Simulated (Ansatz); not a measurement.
# Nb (Im-3m) in Ansatz: convergence with wavefunction cutoff

Aim: find how far wavefunction cutoff must go before the results for Nb settle, at PBE. This setting moves, with any that are tied to it; all else stays.

Everything below comes from runs of Ansatz 0.2.0. Logs are shortened: lines on timing, memory, paths and dates and some standing lists are left out, and cuts for length are marked.

## (1) The structure

It takes space group Im-3m (No. 229, cubic). The conventional cell has a = 3.328 Å, b = 3.328 Å, c = 3.328 Å, α = 90.00°, β = 90.00°, γ = 90.00°. Nb (site symmetry m-3m) has 8 Nb at 2.88 Å as nearest neighbours.

## (2) With wavefunction cutoff 400 eV

File input.yaml:

```yaml
crystal:
  lattice:
    - [-1.66395, 1.66395, 1.66395]
    - [1.66395, -1.66395, 1.66395]
    - [1.66395, 1.66395, -1.66395]
  atoms:
    - { symbol: Nb, position: [0.0, 0.0, 0.0] }
hamiltonian:
  xc: pbe
  pseudopotentials: { kind: nc }
kpoints:
  mp_grid: { grid: [9, 9, 9] }
scf:
  occupations: { method: cold, width: 0.05 }
output:
  forces: true
  stress: true
  eigenvalues: true
basis:
  ecutwfc: "400 eV"
```

Potentials or basis: Ansatz NC.

Started as:

```bash
$ ansatz run input.yaml --threads 2 --pin off --max-ram 5632MiB --backend cpu --events-out ev --progress --plain --runs-dir out
```

Wall time 0.8 s (2 threads of Intel Xeon at 2.50GHz (Skylake/Cascade Lake), shared host); peak memory 0.22 GiB.

What came out:

* Free energy: -1799.5198 eV
* Pressure: -4.9 GPa
* Band gap on the k mesh: none (metal or under the smearing width)

## (3) With wavefunction cutoff 500 eV

input.yaml: that of step 2 with these lines changed.

```diff
@@ -19,2 +19,2 @@
 basis:
-  ecutwfc: "400 eV"
+  ecutwfc: "500 eV"
```

Potentials or basis: Ansatz NC.

Started as:

```bash
$ ansatz run input.yaml --threads 2 --pin off --max-ram 5632MiB --backend cpu --events-out ev --progress --plain --runs-dir out
```

Wall time 0.95 s (2 threads of Intel Xeon at 2.50GHz (Skylake/Cascade Lake), shared host); peak memory 0.23 GiB.

Results:

```
Free energy            : -1803.1675 eV
Pressure               : -3.3 GPa
Band gap on the k mesh : none (metal or under the smearing width)
```

## (4) With wavefunction cutoff 600 eV

input.yaml: that of step 3 with these lines changed.

```diff
@@ -19,2 +19,2 @@
 basis:
-  ecutwfc: "500 eV"
+  ecutwfc: "600 eV"
```

Started as:

```bash
$ ansatz run input.yaml --threads 2 --pin off --max-ram 5632MiB --backend cpu --events-out ev --progress --plain --runs-dir out
```

It took 1.1 s on 2 threads of Intel Xeon at 2.50GHz (Skylake/Cascade Lake), shared host; peak memory 0.23 GiB.

Results:

```yaml
Free_energy: -1804.9647 eV
Pressure: -3.5 GPa
Band_gap_on_the_k_mesh: none (metal or under the smearing width)
```

## (5) With wavefunction cutoff 700 eV

input.yaml: that of step 4 with these lines changed.

```diff
@@ -19,2 +19,2 @@
 basis:
-  ecutwfc: "600 eV"
+  ecutwfc: "700 eV"
```

Started as:

```bash
$ ansatz run input.yaml --threads 2 --pin off --max-ram 5632MiB --backend cpu --events-out ev --progress --plain --runs-dir out
```

It took 1.1 s on 2 threads of Intel Xeon at 2.50GHz (Skylake/Cascade Lake), shared host; peak memory 0.24 GiB.

Results:

```yaml
Free_energy: -1805.7541 eV
Pressure: -3.1 GPa
Band_gap_on_the_k_mesh: none (metal or under the smearing width)
```

## (6) With wavefunction cutoff 850 eV

input.yaml: that of step 5 with these lines changed.

```diff
@@ -19,2 +19,2 @@
 basis:
-  ecutwfc: "700 eV"
+  ecutwfc: "850 eV"
```

Potentials or basis: Ansatz NC.

Started as:

```bash
$ ansatz run input.yaml --threads 2 --pin off --max-ram 5632MiB --backend cpu --events-out ev --progress --plain --runs-dir out
```

It took 1.3 s on 2 threads of Intel Xeon at 2.50GHz (Skylake/Cascade Lake), shared host; peak memory 0.25 GiB.

Results (log left out):

```yaml
Free_energy: -1806.1225 eV
Pressure: -3.0 GPa
Band_gap_on_the_k_mesh: none (metal or under the smearing width)
```

## (7) With wavefunction cutoff 1000 eV

input.yaml: that of step 6 with these lines changed.

```diff
@@ -19,2 +19,2 @@
 basis:
-  ecutwfc: "850 eV"
+  ecutwfc: "1000 eV"
```

Started as:

```bash
$ ansatz run input.yaml --threads 2 --pin off --max-ram 5632MiB --backend cpu --events-out ev --progress --plain --runs-dir out
```

Wall time 2 s (2 threads of Intel Xeon at 2.50GHz (Skylake/Cascade Lake), shared host); peak memory 0.26 GiB.

It converged, with:

```
Free energy            : -1806.1839 eV
Pressure               : -3.0 GPa
Band gap on the k mesh : none (metal or under the smearing width)
```

## (8) With wavefunction cutoff 1200 eV

input.yaml: that of step 7 with these lines changed.

```diff
@@ -19,2 +19,2 @@
 basis:
-  ecutwfc: "1000 eV"
+  ecutwfc: "1200 eV"
```

Started as:

```bash
$ ansatz run input.yaml --threads 2 --pin off --max-ram 5632MiB --backend cpu --events-out ev --progress --plain --runs-dir out
```

Wall time 3 s (2 threads of Intel Xeon at 2.50GHz (Skylake/Cascade Lake), shared host); peak memory 0.29 GiB.

The run converged. Its results:

```yaml
Free_energy: -1806.1889 eV
Pressure: -3.0 GPa
Band_gap_on_the_k_mesh: none (metal or under the smearing width)
```

## (9) With wavefunction cutoff 1400 eV

input.yaml: that of step 8 with these lines changed.

```diff
@@ -19,2 +19,2 @@
 basis:
-  ecutwfc: "1200 eV"
+  ecutwfc: "1400 eV"
```

Potentials or basis: Ansatz NC.

Started as:

```bash
$ ansatz run input.yaml --threads 2 --pin off --max-ram 5632MiB --backend cpu --events-out ev --progress --plain --runs-dir out
```

It took 3.5 s on 2 threads of Intel Xeon at 2.50GHz (Skylake/Cascade Lake), shared host; peak memory 0.3 GiB.

Results (log left out):

```
Free energy            : -1806.1892 eV
Pressure               : -3.0 GPa
Band gap on the k mesh : none (metal or under the smearing width)
```

## (10) With wavefunction cutoff 1700 eV

input.yaml: that of step 9 with these lines changed.

```diff
@@ -19,2 +19,2 @@
 basis:
-  ecutwfc: "1400 eV"
+  ecutwfc: "1700 eV"
```

Potentials or basis: Ansatz NC.

Started as:

```bash
$ ansatz run input.yaml --threads 2 --pin off --max-ram 5632MiB --backend cpu --events-out ev --progress --plain --runs-dir out
```

The program printed:

```text
Warning: RAYON_NUM_THREADS=2 ignored (pool sized by the plan → 2); use --threads N
Engine: ansatz 0.2.0, x86_64-unknown-linux-gnu
Pseudopotentials: kind: nc
Pseudopotential: Nb, nc, valence charge 13, recommended cutoff 1115.666836 eV (normal), Nb.nc.azcp
Functional definition: PBE
  parameter kappa = 0.804
  parameter beta = 0.06672455060314922
  exchange = pbe_x(kappa = kappa, mu = beta*pi^2/3)
  correlation = pbe_c(beta = beta)
Crystal: 1 atoms, lattice volume = 18.428 Å³
Basis set: ecut = 1700 eV, 2899 PW (Γ), exchange–correlation on 80×80×80 points (8 copies of the dense FFT grid, shifted against one another)
Bands: 11, of which v1, the nominal top of the filled ones, is band 7 counted from 1 (6 counted from 0)
Symmetry: 48 space group operations
Space group: Im-3m (ITA 229), of the structure as read, at distance tolerance 2.6e-5 Å
k-points: 35 of 729
Non-local potential: Nb, projectors of the file, l = 0: 2, l = 1: 2, l = 2: 2, l = 3: 1
Initial density: superposition of atomic densities (chi_scale 0.1, normalization cell)
Initial wavefunctions: pseudopotential atomic-orbital guess
Functional: x = pbe(κ = 0.804, μ = 0.2195149727645171), c = pbe(β = 0.06672455060314922)
SCF iter   1: F=—  HF=-1806.638839 eV  |F-HF|=—  |Δ(HF+E_count)|=         —  Δρ=7.72e-2  dr2=1.24e0  ethr=3.10e-3  ⟨swp⟩=6.0  Hψ=2794  notcnv=0
preconditioner: auto → none  [insulator: Δε(μ)=0.047 eV  Ē_g=7.718 eV  σ=0.050 eV  W_gap=0.62  n_scr=0 (ndim 8)  ℏωp=19.3 eV  f_vac=0.000  D(μ)=1.60/eV (n_scr^D=18)  ε∞_Penn≈7.3]
SCF iter   2: F=—  HF=-1806.195852 eV  |F-HF|=—  |Δ(HF+E_count)|=   4.43e-1  S|Δr|=    0.00e0  Δρ=2.43e-2  dr2=5.32e-2  ethr=3.10e-3  ⟨swp⟩=3.7  Hψ=1162  notcnv=0  defer=16
SCF iter   3: F=—  HF=-1806.189292 eV  |F-HF|=—  |Δ(HF+E_count)|=   6.56e-3  S|Δr|=    0.00e0  Δρ=8.51e-3  dr2=4.53e-3  ethr=4.09e-4  ⟨swp⟩=3.1  Hψ=592  notcnv=0  defer=16
SCF iter   4: F=—  HF=-1806.189426 eV  |F-HF|=—  |Δ(HF+E_count)|=   1.34e-4  S|Δr|=    0.00e0  Δρ=4.87e-4  dr2=1.23e-5  ethr=3.49e-5  ⟨swp⟩=1.3  Hψ=414  notcnv=0  defer=16
SCF iter   5: F=—  HF=-1806.189433 eV  |F-HF|=—  |Δ(HF+E_count)|=   6.95e-6  S|Δr|=    0.00e0  Δρ=5.52e-5  dr2=3.32e-7  ethr=9.45e-8  ⟨swp⟩=2.3  Hψ=610  notcnv=0  defer=16
SCF iter   6: F=-1806.189433 eV  HF=-1806.189433 eV  |F-HF|=9.55e-10  |Δ(HF+E_count)|=   1.11e-7  S|Δr|=    0.00e0  Δρ=3.76e-6  dr2=1.82e-9  ethr=7.69e-10  ⟨swp⟩=10.2  Hψ=2425  notcnv=0
SCF 1 converged in 6 iterations: F = -1806.189433 eV  dr2 = 1.82e-9
SCF converged after 6 iterations
Stability not checked: this state was not tested for a lower state beside it, because cold or Methfessel-Paxton smearing, or corrected tetrahedra, fill the levels in a way that the test cannot read (fill_not_monotonic; see scf.lower_state_search)
Free energy (F): -1806.189433 eV
Harris-Foulkes:  -1806.189433 eV  (|F-HF|=9.55e-10)
Internal energy: -1806.188455 eV  (E = F + TS)
E sigma→0 (E₀):  -1806.189107 eV
Entropy (-TS):   -0.000979 eV (-0.979 meV/atom)
Fermi energy:    17.504160 eV
--- Per-component energies (eV) ---
  E_band       = -70.722162
  E_kinetic    = 493.596862
  E_local      = -927.040779  (includes V_loc(G=0)·N_el)
  E_nonlocal   = 211.127355
  E_hartree    = 206.409684
  E_xc         = -459.679623
  E_vxc        = -261.226002  (∫ρ·V_xc dr)
  E_ewald      = -1330.601953
  E_smearing   = -0.000979  (= −TS)
  E_closure    = 0.000000  (closes the sum)
  Σ components = -1806.189433   (vs F -1806.189433, Δ=0.00e0)
--- Forces (eV/Å), atoms counted from 1 ---
  atom   1  Nb     0.00000000    -0.00000000     0.00000000
  max |Σ_I F_I| component: 7.23e-31 eV/Å
--- Stress (GPa, compression-positive) ---
       -2.979327      -0.000000      -0.000000
       -0.000000      -2.979327      -0.000000
        0.000000       0.000000      -2.979327
  P = ⅓ Tr σ = -2.9793 GPa (-29.793 kbar)
--- Band table (eV; the first three rows and the last of 35) ---
  k-point 0: bands = ["-36.8324", "-12.1945", "-12.1945", "-12.1945", "11.6543", "17.8921", "17.8921", "17.8921", "20.7262", "20.7262", "31.5924"]
  k-point 1: bands = ["-36.8065", "-12.3529", "-12.2430", "-12.1958", "12.1363", "17.6036", "17.8004", "18.3619", "20.3511", "20.7334", "31.9437"]
  k-point 2: bands = ["-36.7405", "-12.7405", "-12.3639", "-12.1990", "13.2848", "16.9596", "17.4569", "19.6976", "20.1607", "20.8259", "31.9698"]
  k-point 34: bands = ["-36.4585", "-13.0660", "-13.0369", "-13.0369", "14.0583", "14.1316", "22.1604", "22.1604", "22.7465", "25.7663", "27.4843"]
```

Wall time 2.8 s (2 threads of Intel Xeon at 2.50GHz (Skylake/Cascade Lake), shared host); peak memory 0.33 GiB.

What came out:

| Item | Value |
| --- | --- |
| Free energy | -1806.1894 eV |
| Pressure | -3.0 GPa |
| Band gap on the k mesh | none (metal or under the smearing width) |

## (11) The series at a glance

```tsv
wavefunction cutoff	energy less the tightest run, at zero smearing (meV/atom)	pressure (GPa)	SCF cycles	CPU time (s)	peak memory (GiB)
400 eV	6669.51	-4.93	6	0.98	0.22
500 eV	3021.93	-3.34	6	1.3	0.23
600 eV	1224.74	-3.51	6	1.6	0.23
700 eV	435.39	-3.09	6	1.7	0.24
850 eV	66.90	-2.99	6	2	0.25
1000 eV	5.50	-2.99	6	2.6	0.26
1200 eV	0.51	-2.98	6	3.4	0.29
1400 eV	0.22	-2.98	6	4	0.3
1700 eV	0.00	-2.98	6	4.7	0.33
```

Against the tightest run, the energy stays within 1 meV/atom from 1200 eV on; the pressure stays within 0.1 GPa from 850 eV on. The tightest run that finished is the yardstick and may itself not be fully converged.
